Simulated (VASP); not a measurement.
# Ni (Fm-3m) in VASP: a series of runs

Runs on Ni. Level: PBE. Tasks: relaxation of cell and atoms, vibrations by finite differences.

All numbers are computed with VASP 6.6.1; they aren't measurements. Logs are shortened: lines on timing, memory, paths and dates and some standing lists are left out, and cuts for length are marked.

## Step 1: The crystal as given

The structure is cubic, space group Fm-3m (No. 225). Conventional cell: a = 3.524 Å, b = 3.524 Å, c = 3.524 Å, α = 90.00°, β = 90.00°, γ = 90.00°. Around Ni (site symmetry m-3m) lie 12 Ni at 2.49 Å.

## Step 2: Relaxation of cell and atoms, PBE, collinear spin, ferromagnetic start

The input, INCAR:

```
  PREC = Accurate
  ENCUT = 520
  EDIFF = 1E-7
  ISMEAR = 0
  SIGMA = 0.1
  LREAL = F
  LASPH = T
  NELM = 120
  ALGO = Fast
  ISIF = 3
  LWAVE = F
  LCHARG = F
  ISPIN = 2
  MAGMOM = 0.8
  LORBIT = 11
  LMAXMIX = 4
  GGA = PE
  IBRION = 2
  NSW = 80
  EDIFFG = -0.002
```

The input, KPOINTS:

```
regular mesh
0
Gamma
  20 20 20
```

The input, POSCAR:

```
Ni
1.0
    0.0000000000      1.7619350000      1.7619350000
    1.7619350000      0.0000000000      1.7619350000
    1.7619350000      1.7619350000      0.0000000000
Ni
1
Direct
    0.0000000000      0.0000000000      0.0000000000
```

Potentials or basis: VASP PAW PBE potentials, release 64 (Ni).

Command:

```sh
$ cat potpaw_PBE.64/Ni/POTCAR > POTCAR
$ mpirun -np 1 vasp_std > vasp.out
```

OUTCAR:

```text
PREC = Accurate
   ENCUT = 520
   EDIFF = 1E-7
   ISMEAR = 0
   LREAL = F
   LASPH = T
   NELM = 120
   ISIF = 3
   ISPIN = 2
   LORBIT = 11
   GGA = PE
   IBRION = 2
   NSW = 80
   EDIFFG = -0.002

 ion  position               nearest neighbor table
   1  0.000  0.000  0.000-

  LATTYP: Found a face centered cubic cell.
 ALAT       =     3.5238700000

  Lattice vectors:

 A1 = (   0.0000000000,   1.7619350000,   1.7619350000)
 A2 = (   1.7619350000,   0.0000000000,   1.7619350000)
 A3 = (   1.7619350000,   1.7619350000,   0.0000000000)

Analysis of symmetry for initial positions (statically):
=====================================================================
 Subroutine PRICEL returns:
 Original cell was already a primitive cell.

 Routine SETGRP: Setting up the symmetry group for a
 face centered cubic supercell.

 Subroutine GETGRP returns: Found 48 space group operations
 (whereof 48 operations were pure point group operations)
 out of a pool of 48 trial point group operations.

The static configuration has the point symmetry O_h .

Analysis of symmetry for dynamics (positions and initial velocities):
=====================================================================
 Subroutine PRICEL returns:
 Original cell was already a primitive cell.

 Routine SETGRP: Setting up the symmetry group for a
 face centered cubic supercell.

 Subroutine GETGRP returns: Found 48 space group operations
 (whereof 48 operations were pure point group operations)
 out of a pool of 48 trial point group operations.

The dynamic configuration has the point symmetry O_h .

Analysis of structural, dynamic, and magnetic symmetry:
=====================================================================
 Subroutine PRICEL returns:
 Original cell was already a primitive cell.

 Routine SETGRP: Setting up the symmetry group for a
 face centered cubic supercell.

 Subroutine GETGRP returns: Found 48 space group operations
 (whereof 48 operations were pure point group operations)
 out of a pool of 48 trial point group operations.

The overall configuration has the point symmetry O_h .

 Subroutine INISYM returns: Found 48 space group operations
 (whereof 48 operations are pure point group operations),
 and found     1 'primitive' translations

----------------------------------------------------------------------------------------

                                     Primitive cell

  volume of cell :      10.9396

  direct lattice vectors                    reciprocal lattice vectors
     0.000000000  1.761935000  1.761935000    -0.283778914  0.283778914  0.283778914
     1.761935000  0.000000000  1.761935000     0.283778914 -0.283778914  0.283778914
     1.761935000  1.761935000  0.000000000     0.283778914  0.283778914 -0.283778914

  length of vectors
     2.491752373  2.491752373  2.491752373     0.491519496  0.491519496  0.491519496

  position of ions in fractional coordinates (direct lattice)
     0.000000000  0.000000000  0.000000000

  ion indices of the primitive-cell ions
   primitive index   ion index
                 1           1

----------------------------------------------------------------------------------------

 KPOINTS: regular mesh

Automatic generation of k-mesh.
 Grid dimensions read from file:
 generate k-points for:   20   20   20

 Generating k-lattice:

  Cartesian coordinates                     Fractional coordinates (reciprocal lattice)
    -0.014188946  0.014188946  0.014188946     0.050000000  0.000000000  0.000000000
     0.014188946 -0.014188946  0.014188946     0.000000000  0.050000000  0.000000000
     0.014188946  0.014188946 -0.014188946     0.000000000  0.000000000  0.050000000

  Length of vectors
     0.024575975  0.024575975  0.024575975

  Shift w.r.t. Gamma in fractional coordinates (k-lattice)
     0.000000000  0.000000000  0.000000000

 Subroutine IBZKPT returns following result:
 ===========================================

 Found    256 irreducible k-points:

 Following reciprocal coordinates:
            Coordinates               Weight
  0.000000  0.000000  0.000000      1.000000
  0.050000  0.000000  0.000000      8.000000
  0.100000  0.000000  0.000000      8.000000
  0.150000  0.000000  0.000000      8.000000
  0.200000  0.000000  0.000000      8.000000
  0.250000  0.000000  0.000000      8.000000
[... 16 lines left out ...]
 -0.400000  0.050000  0.000000     24.000000
 -0.350000  0.050000  0.000000     24.000000
 [... further k-points ...]
   k-points           NKPTS =    256   k-points in BZ     NKDIM =    256   number of bands    NBANDS=      9
   number of dos      NEDOS =    301   number of ions     NIONS =      1
   total plane-waves  NPLWV =   8000
   dimension x,y,z NGX =    20 NGY =   20 NGZ =   20
   dimension x,y,z NGXF=    40 NGYF=   40 NGZF=   40
   ions per type =               1
   NGX,Y,Z   is equivalent  to a cutoff of  13.34, 13.34, 13.34 a.u.
   NGXF,Y,Z  is equivalent  to a cutoff of  26.69, 26.69, 26.69 a.u.
 SYSTEM =  unknown system
   PREC   = accura    normal or accurate (medium, high low for compatibility)
   ISTART =      0    job   : 0-new  1-cont  2-samecut
   ICHARG =      2    charge: 1-file 2-atom 10-const
   ISPIN  =      2    spin polarized calculation?
   LNONCOLLINEAR =      F non collinear calculations
   LSORBIT =      F    spin-orbit coupling
   LASPH  =      T    aspherical Exc in radial PAW
   ENCUT  =  520.0 eV  38.22 Ry    6.18 a.u.   4.63  4.63  4.63*2*pi/ulx,y,z
   NELM   =    120;   NELMIN=  2; NELMDL= -5     # of ELM steps
   EDIFF  = 0.1E-06   stopping-criterion for ELM
   LREAL  =      F    real-space projection
   EDIFFG = -.2E-02   stopping-criterion for IOM
   NSW    =     80    number of steps for IOM
   IBRION =      2    ionic relax: 0-MD 1-quasi-New 2-CG
   NFREE  =      1    steps in history (QN), initial steepest desc. (CG)
   ISIF   =      3    stress and relaxation
   ISYM   =      2    0-nonsym 1-usesym 2-fastsym
   POTIM  = 0.5000    time-step for ionic-motion
   TEBEG  =    0.0;   TEEND  =   0.0 temperature during run
   PSTRESS=    0.0 pullay stress
   NELECT =      10.0000    total number of electrons
   NUPDOWN=      -1.0000    fix difference up-down
   EMIN   =  10.00;   EMAX   =-10.00  energy-range for DOS
   EFERMI =   0.00;   METHOD = LEGACY
   ISMEAR =     0;   SIGMA  =   0.10  broadening in eV -4-tet -1-fermi 0-gaus
   EFERMI_NEDOS =   21; number of points for ismear=-14 and -15
   IALGO  =     68    algorithm
   IMIX   =      4    mixing-type and parameters
     AMIX     =   0.40;   BMIX     =  1.00
     AMIX_MAG =   1.60;   BMIX_MAG =  1.00
  volume/ion in A,a.u.               =      10.94        73.82
  Fermi-wavevector in a.u.,A,eV,Ry     =   1.588821  3.002436 34.345893  2.524352
  Thomas-Fermi vector in A             =   2.687765
   LORBIT       =     11    0 simple, 1 ext, 2 COOP (PROOUT), +10 PAW based schemes
   GGA     = PE    functional components
   LHFCALC =     F    Hartree Fock is set to
   AEXX    =    0.0000 exact exchange contribution
   IVDW    =     0    specifies the selected vdW correction
   LEPSILON=     F    determine dielectric tensor
   LRPA    =     F    only Hartree local field effects (RPA)
 conjugate gradient relaxation of ions
 spin polarized calculation
 RMM-DIIS sequential band-by-band and
 Gauss-broadening in eV      SIGMA  =   0.10
  energy-cutoff  :      520.00
  volume of cell :       10.94
 maximum number of plane-waves:       306
   NGX =  9   NGY =  9   NGZ =  9

--------------------------------------- Ionic step        1  -------------------------------------------

 number of electron      10.0000010 magnetization       0.6290515

 Free energy of the ion-electron system (eV)
  ---------------------------------------------------
  ext. energy  EPLUGINS =         0.00000000
  ---------------------------------------------------
  free energy    TOTEN  =        -5.47497963 eV

  energy without entropy =       -5.46615971  energy(sigma->0) =       -5.47056967

------------------------ aborting loop because EDIFF is reached ----------------------------------------

  FORCE on cell =-STRESS in cart. coord.  units (eV):
  Direction    XX          YY          ZZ          XY          YZ          ZX
  --------------------------------------------------------------------------------------
  -------------------------------------------------------------------------------------
  Total       -0.0639463     -0.0639463     -0.0639463      0.0000000      0.0000000     -0.0000000
  in kB       -9.3654037     -9.3654037     -9.3654037      0.0000000      0.0000000     -0.0000000
  external PRESSURE =      -9.3654037 kB  Pullay stress =       0.0000000 kB
[... 125 lines left out ...]
  energy  without entropy=       -5.4663698875  energy(sigma->0) =       -5.47075383

--------------------------------------- Ionic step        5  -------------------------------------------

 number of electron      10.0000009 magnetization       0.6283265

 Free energy of the ion-electron system (eV)
  ---------------------------------------------------
  ext. energy  EPLUGINS =         0.00000000
  ---------------------------------------------------
  free energy    TOTEN  =        -5.47513798 eV

  energy without entropy =       -5.46636918  energy(sigma->0) =       -5.47075358

 E-fermi :   9.3717     XC(G=0): -13.2530

 val. band max:        9.3710829655   @ k =  -0.4500   0.5000   0.0500
 cond. band min:       9.3717675789   @ k =   0.4000   0.0000   0.0000
 fundamental gap:      0.0006846134
 Fermi energy:         9.3716907134

 spin component 1

 k-point     1 :       0.0000    0.0000    0.0000
  band No.  band energies     occupation
      1       0.3636      1.00000
      2       6.9329      1.00000
      3       6.9329      1.00000
      4       6.9329      1.00000
      5       8.1111      1.00000
      6       8.1111      1.00000
      7      33.0912      0.00000
      8      36.9480      0.00000
      9      36.9480      0.00000
[... 265 lines left out ...]
 k-point    24 :      -0.3500    0.0500    0.0000
  band No.  band energies     occupation
      1       4.1899      1.00000
      2       7.0208      1.00000
      3       7.0756      1.00000
      4       7.1966      1.00000
      5       8.4406      1.00000
      6       8.7903      1.00000
      7      18.5073      0.00000
      8      31.0506      0.00000
      9      33.4160      0.00000

 [... further k-points ...]

 spin component 2

 k-point     1 :       0.0000    0.0000    0.0000
  band No.  band energies     occupation
      1       0.3276      1.00000
      2       7.6905      1.00000
      3       7.6905      1.00000
      4       7.6905      1.00000
      5       8.6975      1.00000
      6       8.6975      1.00000
      7      32.9266      0.00000
      8      36.9279      0.00000
      9      36.9279      0.00000
[... 304 lines left out ...]
  FREE ENERGIE OF THE ION-ELECTRON SYSTEM (eV)
  ---------------------------------------------------
  free  energy   TOTEN  =        -5.4751379755 eV

  energy  without entropy=       -5.4663691788  energy(sigma->0) =       -5.47075358

 reached required accuracy - stopping structural energy minimisation

 total charge

# of ion       s       p       d       tot
------------------------------------------
    1        0.498   0.498   8.314   9.309

 magnetization (x)

# of ion       s       p       d       tot
------------------------------------------
    1       -0.007  -0.025   0.672   0.640
```

Wall time 83 s (1 thread of Intel Xeon Platinum 8559C (Emerald Rapids), shared host); peak memory 0.17 GiB.

What came out:

```yaml
Free_energy: -5.4751 eV
Relaxed_volume: 10.88 Å³/atom
Relaxed_cell: a = 2.488 Å, b = 2.488 Å, c = 2.488 Å, α = 60.00°, β = 60.00°, γ = 60.00°
Space_group_after_relaxing_to_0.05_Å: Fm-3m (No. 225)
Energy_gained_by_relaxing: 0.2 meV/atom
Ionic_steps: 5
Pressure_after_relaxing: 0.0 GPa
Band_gap_on_the_k_mesh: none (metal or under the smearing width)
Net_moment: 0.63 μB per cell
Site_moments: Ni +0.64 μB
Valence_electrons_inside_the_program's_atomic_spheres: Ni 9.31
```

Step by step:
| step | energy change (eV) | largest force (eV/Å) | pressure (GPa) | volume (Å³) |
| --- | --- | --- | --- | --- |
| 1 | 0.0000 | 0.0000 | -0.94 | 10.94 |
| 2 | 0.0000 | 0.0000 | 0.90 | 10.84 |
| 3 | -0.0002 | 0.0000 | -0.05 | 10.89 |
| 4 | -0.0002 | 0.0000 | 0.11 | 10.88 |
| 5 | -0.0002 | 0.0000 | 0.00 | 10.88 |

Final structure:
```xyz
1
Lattice="0.0000 1.7590 1.7590 1.7590 0.0000 1.7590 1.7590 1.7590 0.0000" Properties=species:S:1:pos:R:3 pbc="T T T"
Ni    0.0000    0.0000    0.0000
```

Levels at points of the mesh, in eV from the Fermi level:
Spin up:
```csv
k point,band 2,band 3,band 4,band 5,band 6,band 7,band 8,band 9
"(0.00, 0.00, 0.00)",-2.44,-2.44,-2.44,-1.26,-1.26,23.72,27.58,27.58
"(0.50, 0.00, 0.00)",-2.42,-2.42,-0.61,-0.61,-0.29,5.65,22.21,24.66
"(0.50, 0.50, 0.00)",-4.20,-0.55,-0.48,-0.48,2.45,9.21,14.82,14.82
```
Spin down:
| k point | band 3 | band 4 | band 5 | band 6 | band 7 | band 8 |
| --- | --- | --- | --- | --- | --- | --- |
| (0.00, 0.00, 0.00) | -1.68 | -1.68 | -0.67 | -0.67 | 23.55 | 27.56 |
| (0.50, 0.00, 0.00) | -1.80 | -0.36 | 0.15 | 0.15 | 6.08 | 22.06 |
| (0.50, 0.50, 0.00) | 0.06 | 0.39 | 0.39 | 2.40 | 9.46 | 14.83 |

## Step 3: Relaxation of cell and atoms, PBE, collinear spin, ferromagnetic start

This run uses another cell than the first one, of 10.88 Å³/atom, 0.995 times its volume.

INCAR is that of step 2.

KPOINTS is that of step 2.

The input, POSCAR:

```
Ni                                      
1.0
    0.0000000000      1.7589861011      1.7589861011
    1.7589861011      0.0000000000      1.7589861011
    1.7589861011      1.7589861011     -0.0000000000
  Ni            
     1
Direct
     0.0000000000000000    0.0000000000000000    0.0000000000000000
```

Potentials or basis: VASP PAW PBE potentials, release 64 (Ni).

Command:

```sh
$ cat potpaw_PBE.64/Ni/POTCAR > POTCAR
$ mpirun -np 1 vasp_std > vasp.out
```

Wall time 2 min (1 thread of Intel Xeon Platinum 8559C (Emerald Rapids), shared host); peak memory 0.17 GiB.

It converged, with:

```yaml
Free_energy: -5.4751 eV
Relaxed_volume: 10.89 Å³/atom
Relaxed_cell: a = 2.488 Å, b = 2.488 Å, c = 2.488 Å, α = 60.00°, β = 60.00°, γ = 60.00°
Space_group_after_relaxing_to_0.05_Å: Fm-3m (No. 225)
Energy_gained_by_relaxing: 0.0 meV/atom
Ionic_steps: 15
Pressure_after_relaxing: 0.0 GPa
Band_gap_on_the_k_mesh: none (metal or under the smearing width)
Net_moment: 0.63 μB per cell
Site_moments: Ni +0.64 μB
Valence_electrons_inside_the_program's_atomic_spheres: Ni 9.31
```

Final structure:
```yaml
crystal:
  lattice:
    - [0.00000, 1.75907, 1.75907]
    - [1.75907, 0.00000, 1.75907]
    - [1.75907, 1.75907, 0.00000]
  atoms:
    - { symbol: Ni, position: [0.00000, 0.00000, 0.00000] }
```

Levels at points of the mesh, in eV from the Fermi level:
Spin up:
| k point | band 2 | band 3 | band 4 | band 5 | band 6 | band 7 | band 8 | band 9 |
| --- | --- | --- | --- | --- | --- | --- | --- | --- |
| (0.00, 0.00, 0.00) | -2.44 | -2.44 | -2.44 | -1.26 | -1.26 | 23.72 | 27.57 | 27.57 |
| (0.50, 0.00, 0.00) | -2.42 | -2.42 | -0.61 | -0.61 | -0.29 | 5.65 | 22.21 | 24.66 |
| (0.50, 0.50, 0.00) | -4.20 | -0.55 | -0.48 | -0.48 | 2.45 | 9.21 | 14.82 | 14.82 |
Spin down:
```tsv
k point	band 1	band 2	band 3	band 4	band 5	band 6	band 7	band 8	band 9
(0.00, 0.00, 0.00)	-9.04	-1.68	-1.68	-1.68	-0.67	-0.67	23.55	27.55	27.55
(0.50, 0.00, 0.00)	-4.40	-1.80	-1.80	-0.36	0.15	0.15	6.08	22.06	24.75
(0.50, 0.50, 0.00)	-4.30	-3.58	0.06	0.39	0.39	2.40	9.45	14.83	14.83
```

## Step 4: Vibrations by finite differences, PBE, collinear spin, ferromagnetic start

This run uses another cell than the first one, of 10.89 Å³/atom, 0.995 times its volume.

INCAR: that of step 3 with these lines changed.

```diff
@@ -2,3 +2,3 @@
   ENCUT = 520
-  EDIFF = 1E-7
+  EDIFF = 1E-8
   ISMEAR = 0
@@ -17,4 +17,6 @@
   GGA = PE
-  IBRION = 2
-  NSW = 80
-  EDIFFG = -0.002
+  NBANDS = 15
+  IBRION = 6
+  NFREE = 2
+  POTIM = 0.015
+  NSW = 1
```

KPOINTS is that of step 3.

The input, POSCAR:

```
Ni                                      
1.0
    0.0000000000      1.7590678450      1.7590678450
    1.7590678450      0.0000000000      1.7590678450
    1.7590678450      1.7590678450      0.0000000000
  Ni            
     1
Direct
     0.0000000000000000    0.0000000000000000    0.0000000000000000
```

Command:

```sh
$ cat potpaw_PBE.64/Ni/POTCAR > POTCAR
$ mpirun -np 1 vasp_std > vasp.out
```

Wall time 45 min (1 thread of Intel Xeon Platinum 8559C (Emerald Rapids), shared host); peak memory 1.1 GiB.

The run converged. Its results:

```yaml
Net_moment: 0.63 μB per cell
Site_moments: Ni +0.64 μB
Valence_electrons_inside_the_program's_atomic_spheres: Ni 9.31
Elastic_constants_C11_C12_C44: 274, 158, 131 GPa
Voigt_bulk_modulus: 197 GPa
```

Elastic tensor in Voigt notation (GPa, in the Cartesian axes of the cell as first typed):
```
274 158 158   0   0   0
158 274 158   0   0   0
158 158 274   0   0   0
  0   0   0 131   0   0
  0   0   0   0 131   0
  0   0   0   0   0 131
```

Clamped-ion elastic tensor (GPa):
```
274 158 158   0   0   0
158 274 158   0   0   0
158 158 274   0   0   0
  0   0   0 131   0   0
  0   0   0   0 131   0
  0   0   0   0   0 131
```

Caveat: elastic constants of metals need much finer meshes, so these are rough.
